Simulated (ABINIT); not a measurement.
Here is an ABINIT 10.8.3 (patched build) calculation.

run.abi

```
pp_dirpath "./"
pseudos "Zn.upf, S.upf"

acell 7.1559968255 7.1559968255 7.1559968255
rprim
     0.0000000000     0.7071067812     0.7071067812
     0.7071067812     0.0000000000     0.7071067812
     0.7071067812     0.7071067812     0.0000000000
ntypat 2
znucl 30 16
natom 2
typat 1 2
xcart
     7.5900808222     7.5900808222     7.5900808222
     0.0000000000     0.0000000000     0.0000000000
chkprim 0
chksymtnons 0
tolsym 1.0e-6

ecut 38.0

kptopt 1
ngkpt 7 7 7
nshiftk 1
shiftk 0.0 0.0 0.0

ixc -116133

nband 17
occopt 3
tsmear 0.00183747

nstep 100
tolvrs 1.0e-10

iomode 3
prtwf 0
prtden 0
prteig 0
prtebands 0
enunit 1
```

Potentials or basis: PseudoDojo NC SR PBEsol v0.4.1 standard.

The run is started by

```console
$ abinit run.abi > log 2>&1
```

Q: Predict the band gap on the k mesh.

A: 2.09 eV, direct.

Q: Estimate the pressure.

A: -0.4 GPa.
